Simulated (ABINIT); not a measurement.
Crystal: Sb.

```
Sb
1.0
     3.12240    0.00000    0.00000
     0.00000    4.34752    0.00000
    -0.03891    0.00000    4.40585
Sb
2
Direct
  0.01139 0.25000 0.24117
  0.98861 0.75000 0.75883
```

This isn't the form of Sb at room conditions, which is rhombohedral.

```yaml
Program: ABINIT 10.8.3 (patched build)
Task: relaxation of cell and atoms
Functional: PBE
Potentials_or_basis: JTH PAW PBE v2.0
Cutoff: 435 eV
k_mesh: 6 × 4 × 4
Occupations: fermi-dirac, width 0.05 eV
Spin: no spin polarisation
```

At the start: pressure 0.8 GPa; volume 29.90 Å³/atom.

Task: Where does the relaxation end?

Result: Over 14 steps the energy falls by 16.0 meV/atom and the volume is 30.36 Å³/atom (+1.5 %); space group Pmma (No. 51, to 0.05 Å).

The path:
| step | energy change (eV) | largest force (eV/Å) | pressure (GPa) | volume (Å³) |
| --- | --- | --- | --- | --- |
| 1 | 0.0000 | 0.0636 | 0.77 | 59.81 |
| 2 | -0.0115 | 0.0468 | 0.59 | 59.99 |
| 3 | -0.0299 | 0.0444 | 0.03 | 60.73 |
| 4 | -0.0305 | 0.0430 | 0.07 | 60.64 |
| 5 | -0.0306 | 0.0420 | 0.05 | 60.66 |
| 6 | -0.0313 | 0.0278 | -0.17 | 60.92 |
| 7 | -0.0314 | 0.0235 | -0.20 | 60.97 |
| 8 | -0.0316 | 0.0183 | -0.17 | 60.96 |
| 9 | -0.0318 | 0.0174 | -0.09 | 60.87 |
| 10 | -0.0319 | 0.0169 | 0.02 | 60.75 |
| 11 | -0.0320 | 0.0147 | 0.07 | 60.69 |
| 12 | -0.0319 | 0.0109 | 0.09 | 60.67 |
| 13 | -0.0319 | 0.0053 | 0.07 | 60.68 |
| 14 | -0.0320 | 0.0014 | 0.02 | 60.72 |

Final structure:
```xyz
2
Lattice="3.0645 0.0000 0.0124 0.0000 4.4304 0.0000 -0.0212 0.0000 4.4722" Properties=species:S:1:pos:R:3 pbc="T T T"
Sb   -0.0047    1.1076    1.0778
Sb    3.0479    3.3228    3.4068
```

Caveat: the k mesh is coarse (spacing up to 0.36 Å⁻¹), so the values aren't converged; the log and the count of SCF iterations are those of the last ABINIT call alone.
